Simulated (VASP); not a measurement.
# CdTe (F-43m) in VASP: further runs

CdTe is run at these levels: r2SCAN, PBEsol, PBE; tasks: relaxation of the atoms, single point.

All numbers are computed with VASP 6.6.1; they aren't measurements. Logs are shortened: lines on timing, memory, paths and dates and some standing lists are left out, and cuts for length are marked.

**Experimental background.**

From a printed reference work, data compilation, for a bulk crystal of CdTe at 0 K: band gap 1.607 eV.

The runs below are set against these values where they give the same quantity.

## Step 1: The cell of the first run

It takes space group F-43m (No. 216, cubic). The conventional cell has a = 6.557 Å, b = 6.557 Å, c = 6.557 Å, α = 90.00°, β = 90.00°, γ = 90.00°. Within 3.7 Å of Cd (site symmetry -43m) lie 4 Te at 2.84 Å. Te (site symmetry -43m) has 4 Cd at 2.84 Å within 3.7 Å.

## Step 2: Relaxation of the atoms, r2SCAN

The input, POSCAR:

```
CdTe
1.0
    0.0000000000      3.2786029500      3.2786029500
    3.2786029500      0.0000000000      3.2786029500
    3.2786029500      3.2786029500      0.0000000000
Cd Te
1 1
Direct
    0.0000000000      0.0000000000      0.0000000000
    0.2500000000      0.2500000000      0.2500000000
```

The input, INCAR.step1:

```
PREC     = Accurate       # precision mode
ENCUT    = 520            # plane-wave cutoff, eV
ISMEAR   = -1             # smearing method
SIGMA    = 0.02           # smearing width, eV
LREAL    = False          # projectors in reciprocal space
LASPH    = True           # aspherical terms in the spheres
NELM     = 60             # most SCF steps
GGA      = PE             # functional
ALGO     = Normal         # electronic algorithm
EDIFF    = 1E-4           # SCF threshold, eV
LWAVE    = True           # write WAVECAR
LCHARG   = False          # write CHGCAR
```

The input, INCAR.step2:

```
PREC     = Accurate       # precision mode
ENCUT    = 520            # plane-wave cutoff, eV
EDIFF    = 1E-7           # SCF threshold, eV
ISMEAR   = -1             # smearing method
SIGMA    = 0.02           # smearing width, eV
LREAL    = False          # projectors in reciprocal space
LASPH    = True           # aspherical terms in the spheres
NELM     = 60             # most SCF steps
ALGO     = Normal         # electronic algorithm
ISIF     = 2              # what is computed and relaxed
LWAVE    = False          # write WAVECAR
LCHARG   = False          # write CHGCAR
METAGGA  = R2SCAN         # meta-GGA
LMIXTAU  = True         
IBRION   = 2              # ionic algorithm
NSW      = 50             # ionic steps
EDIFFG   = -0.01          # ionic threshold
ISTART   = 1
```

The input, KPOINTS:

```
regular mesh
0
Gamma
  8 8 8
```

Potentials or basis: VASP PAW PBE potentials, release 64 (Cd, Te).

On the command line:

```bash
cat potpaw_PBE.64/Cd/POTCAR potpaw_PBE.64/Te/POTCAR > POTCAR
cp INCAR.step1 INCAR
mpirun -np 1 vasp_std > vasp.out
cp INCAR.step2 INCAR
mpirun -np 1 vasp_std > vasp.out
```

OUTCAR:

```text
PREC = Accurate
   ENCUT = 520
   EDIFF = 1E-7
   ISMEAR = -1
   LREAL = False
   LASPH = True
   NELM = 60
   ISIF = 2
   METAGGA = R2SCAN
   IBRION = 2
   NSW = 50
   EDIFFG = -0.01
   ISTART = 1

 ion  position               nearest neighbor table
   1  0.000  0.000  0.000-   2 2.84   2 2.84   2 2.84   2 2.84
   2  0.250  0.250  0.250-   1 2.84   1 2.84   1 2.84   1 2.84

  LATTYP: Found a face centered cubic cell.
 ALAT       =     6.5572059000

  Lattice vectors:

 A1 = (   0.0000000000,   3.2786029500,   3.2786029500)
 A2 = (   3.2786029500,   0.0000000000,   3.2786029500)
 A3 = (   3.2786029500,   3.2786029500,   0.0000000000)

Analysis of symmetry for initial positions (statically):
=====================================================================
 Subroutine PRICEL returns:
 Original cell was already a primitive cell.

 Routine SETGRP: Setting up the symmetry group for a
 face centered cubic supercell.

 Subroutine GETGRP returns: Found 24 space group operations
 (whereof 24 operations were pure point group operations)
 out of a pool of 48 trial point group operations.

The static configuration has the point symmetry T_d .

Analysis of symmetry for dynamics (positions and initial velocities):
=====================================================================
 Subroutine PRICEL returns:
 Original cell was already a primitive cell.

 Routine SETGRP: Setting up the symmetry group for a
 face centered cubic supercell.

 Subroutine GETGRP returns: Found 24 space group operations
 (whereof 24 operations were pure point group operations)
 out of a pool of 48 trial point group operations.

The dynamic configuration has the point symmetry T_d .

 Subroutine INISYM returns: Found 24 space group operations
 (whereof 24 operations are pure point group operations),
 and found     1 'primitive' translations

----------------------------------------------------------------------------------------

                                     Primitive cell

  volume of cell :      70.4850

  direct lattice vectors                    reciprocal lattice vectors
     0.000000000  3.278602950  3.278602950    -0.152503980  0.152503980  0.152503980
     3.278602950  0.000000000  3.278602950     0.152503980 -0.152503980  0.152503980
     3.278602950  3.278602950  0.000000000     0.152503980  0.152503980 -0.152503980

  length of vectors
     4.636644758  4.636644758  4.636644758     0.264144642  0.264144642  0.264144642

  position of ions in fractional coordinates (direct lattice)
     0.000000000  0.000000000  0.000000000
     0.250000000  0.250000000  0.250000000

  ion indices of the primitive-cell ions
   primitive index   ion index
                 1           1
                 2           2

----------------------------------------------------------------------------------------

 KPOINTS: regular mesh

Automatic generation of k-mesh.
 Grid dimensions read from file:
 generate k-points for:    8    8    8

 Generating k-lattice:

  Cartesian coordinates                     Fractional coordinates (reciprocal lattice)
    -0.019062998  0.019062998  0.019062998     0.125000000  0.000000000  0.000000000
     0.019062998 -0.019062998  0.019062998     0.000000000  0.125000000  0.000000000
     0.019062998  0.019062998 -0.019062998     0.000000000  0.000000000  0.125000000

  Length of vectors
     0.033018080  0.033018080  0.033018080

  Shift w.r.t. Gamma in fractional coordinates (k-lattice)
     0.000000000  0.000000000  0.000000000

 Subroutine IBZKPT returns following result:
 ===========================================

 Found     29 irreducible k-points:

 Following reciprocal coordinates:
            Coordinates               Weight
  0.000000  0.000000  0.000000      1.000000
  0.125000  0.000000  0.000000      8.000000
  0.250000  0.000000  0.000000      8.000000
  0.375000  0.000000  0.000000      8.000000
  0.500000  0.000000  0.000000      4.000000
  0.125000  0.125000  0.000000      6.000000
[... 16 lines left out ...]
  0.500000  0.250000  0.125000     48.000000
 -0.375000  0.250000  0.125000     24.000000
 [... further k-points ...]
   k-points           NKPTS =     29   k-points in BZ     NKDIM =     29   number of bands    NBANDS=     13
   number of dos      NEDOS =    301   number of ions     NIONS =      2
   total plane-waves  NPLWV =  46656
   dimension x,y,z NGX =    36 NGY =   36 NGZ =   36
   dimension x,y,z NGXF=    72 NGYF=   72 NGZF=   72
   ions per type =               1   1
   NGX,Y,Z   is equivalent  to a cutoff of  12.91, 12.91, 12.91 a.u.
   NGXF,Y,Z  is equivalent  to a cutoff of  25.82, 25.82, 25.82 a.u.
 SYSTEM =  unknown system
   PREC   = accura    normal or accurate (medium, high low for compatibility)
   ISTART =      1    job   : 0-new  1-cont  2-samecut
   ICHARG =      0    charge: 1-file 2-atom 10-const
   ISPIN  =      1    spin polarized calculation?
   LNONCOLLINEAR =      F non collinear calculations
   LSORBIT =      F    spin-orbit coupling
   LASPH  =      T    aspherical Exc in radial PAW
   ENCUT  =  520.0 eV  38.22 Ry    6.18 a.u.   8.62  8.62  8.62*2*pi/ulx,y,z
   NELM   =     60;   NELMIN=  2; NELMDL=  0     # of ELM steps
   EDIFF  = 0.1E-06   stopping-criterion for ELM
   LREAL  =      F    real-space projection
   EDIFFG = -.1E-01   stopping-criterion for IOM
   NSW    =     50    number of steps for IOM
   IBRION =      2    ionic relax: 0-MD 1-quasi-New 2-CG
   NFREE  =      1    steps in history (QN), initial steepest desc. (CG)
   ISIF   =      2    stress and relaxation
   ISYM   =      2    0-nonsym 1-usesym 2-fastsym
   POTIM  = 0.5000    time-step for ionic-motion
   TEBEG  =    0.0;   TEEND  =   0.0 temperature during run
   PSTRESS=    0.0 pullay stress
   NELECT =      18.0000    total number of electrons
   NUPDOWN=      -1.0000    fix difference up-down
   EMIN   =  10.00;   EMAX   =-10.00  energy-range for DOS
   EFERMI =   0.00;   METHOD = LEGACY
   ISMEAR =    -1;   SIGMA  =   0.02  broadening in eV -4-tet -1-fermi 0-gaus
   EFERMI_NEDOS =   21; number of points for ismear=-14 and -15
   IALGO  =     38    algorithm
   IMIX   =      4    mixing-type and parameters
     AMIX     =   0.40;   BMIX     =  1.00
     AMIX_MAG =   1.60;   BMIX_MAG =  1.00
  volume/ion in A,a.u.               =      35.24       237.83
  Fermi-wavevector in a.u.,A,eV,Ry     =   1.038644  1.962753 14.677720  1.078782
  Thomas-Fermi vector in A             =   2.173138
   LORBIT       =      0    0 simple, 1 ext, 2 COOP (PROOUT), +10 PAW based schemes
   METAGGA = R2SCAN    functional components
   LHFCALC =     F    Hartree Fock is set to
   AEXX    =    0.0000 exact exchange contribution
   IVDW    =     0    specifies the selected vdW correction
   LEPSILON=     F    determine dielectric tensor
   LRPA    =     F    only Hartree local field effects (RPA)
 conjugate gradient relaxation of ions
 non-spin polarized calculation
  energy-cutoff  :      520.00
  volume of cell :       70.48
 maximum number of plane-waves:      1924
 NGX is ok and might be reduce to    36
   NGX = 17   NGY = 17   NGZ = 17

 number of electron      18.0000005 magnetization

 Free energy of the ion-electron system (eV)
  ---------------------------------------------------
  ext. energy  EPLUGINS =         0.00000000
  ---------------------------------------------------
  free energy    TOTEN  =       -46.64520641 eV

  energy without entropy =      -46.64520641  energy(sigma->0) =      -46.64520641

 E-fermi :   2.1710     XC(G=0):  -8.9420

 val. band max:        1.7860084700   @ k =   0.0000   0.0000   0.0000
 cond. band min:       2.9442248730   @ k =   0.0000   0.0000   0.0000
 fundamental gap:      1.1582164029
 Fermi energy:         2.1709894633

 k-point     1 :       0.0000    0.0000    0.0000
  band No.  band energies     occupation
      1      -9.5390      2.00000
      2      -6.6613      2.00000
      3      -6.6613      2.00000
      4      -6.6613      2.00000
      5      -6.4037      2.00000
      6      -6.4037      2.00000
      7       1.7860      2.00000
      8       1.7860      2.00000
      9       1.7860      2.00000
     10       2.9442      0.00000
     11       6.8402      0.00000
     12       6.8402      0.00000
     13       6.8402      0.00000

 k-point     2 :       0.1250    0.0000    0.0000
  band No.  band energies     occupation
      1      -9.4833      2.00000
      2      -6.6507      2.00000
      3      -6.6507      2.00000
      4      -6.6134      2.00000
      5      -6.4044      2.00000
      6      -6.4044      2.00000
      7       0.6601      2.00000
      8       1.6572      2.00000
      9       1.6572      2.00000
     10       3.7556      0.00000
     11       6.7832      0.00000
     12       7.0472      0.00000
     13       7.0472      0.00000

 k-point     3 :       0.2500    0.0000    0.0000
  band No.  band energies     occupation
      1      -9.3490      2.00000
      2      -6.6268      2.00000
      3      -6.6268      2.00000
      4      -6.4570      2.00000
      5      -6.4038      2.00000
      6      -6.4038      2.00000
      7      -0.8332      2.00000
      8       1.3806      2.00000
      9       1.3806      2.00000
     10       4.1406      0.00000
     11       7.3729      0.00000
     12       7.3729      0.00000
     13       7.5021      0.00000
[... 305 lines left out ...]
 k-point    23 :       0.5000    0.2500    0.1250
  band No.  band energies     occupation
      1      -9.1481      2.00000
      2      -6.5797      2.00000
      3      -6.5704      2.00000
      4      -6.4282      2.00000
      5      -6.3941      2.00000
      6      -6.0940      2.00000
      7      -1.9620      2.00000
      8      -0.0724      2.00000
      9       0.7210      2.00000
     10       5.3615      0.00000
     11       6.7137      0.00000
     12       7.6308      0.00000
     13       8.9319      0.00000

 k-point    24 :      -0.3750    0.2500    0.1250
  band No.  band energies     occupation
      1      -9.1067      2.00000
      2      -6.5736      2.00000
      3      -6.5638      2.00000
      4      -6.4176      2.00000
      5      -6.3981      2.00000
      6      -5.9649      2.00000
      7      -2.3177      2.00000
      8      -0.1911      2.00000
      9       0.5772      2.00000
     10       5.3489      0.00000
     11       6.7433      0.00000
     12       8.1544      0.00000
     13       9.3502      0.00000

 [... further k-points ...]
[... 5 lines left out ...]
  --------------------------------------------------------------------------------------
  -------------------------------------------------------------------------------------
  Total        0.0475170      0.0475170      0.0475170      0.0000000      0.0000000      0.0000000
  in kB        1.0800972      1.0800972      1.0800972      0.0000000      0.0000000      0.0000000
  external PRESSURE =       1.0800972 kB  Pullay stress =       0.0000000 kB

 VOLUME and BASIS-vectors are now :
 -----------------------------------------------------------------------------
  energy-cutoff  :      520.00
  volume of cell :       70.48
      direct lattice vectors                 reciprocal lattice vectors
     0.000000000  3.278602950  3.278602950    -0.152503980  0.152503980  0.152503980
     3.278602950  0.000000000  3.278602950     0.152503980 -0.152503980  0.152503980
     3.278602950  3.278602950  0.000000000     0.152503980  0.152503980 -0.152503980

 POSITION                                       TOTAL-FORCE (eV/Angst)
 -----------------------------------------------------------------------------------
      0.00000      0.00000      0.00000         0.000000      0.000000      0.000000
      1.63930      1.63930      1.63930        -0.000000     -0.000000     -0.000000
 -----------------------------------------------------------------------------------
    total drift:                               -0.000001     -0.000001     -0.000001

  FREE ENERGIE OF THE ION-ELECTRON SYSTEM (eV)
  ---------------------------------------------------
  free  energy   TOTEN  =       -46.6452064083 eV

  energy  without entropy=      -46.6452064083  energy(sigma->0) =      -46.64520641

 reached required accuracy - stopping structural energy minimisation
```

It took 1.8 min on 1 thread of Intel Xeon 6975P-C, shared host; peak memory 0.23 GiB.

What came out:

```yaml
Free_energy: -46.6452 eV
Pressure_after_relaxing: 0.1 GPa
Band_gap_on_the_k_mesh: 1.16 eV, direct
```

Final structure:
```xyz
2
Lattice="0.0000 3.2786 3.2786 3.2786 0.0000 3.2786 3.2786 3.2786 0.0000" Properties=species:S:1:pos:R:3 pbc="T T T"
Cd    0.0000    0.0000    0.0000
Te    1.6393    1.6393    1.6393
```

Caveat: the relaxation stopped at its first step, so nothing moved; the PAW data sets were made with another functional, which shifts forces and pressure a little; spin-orbit coupling is left out, which moves the levels of the heavy elements.

(Continued in part 2 of 2.)
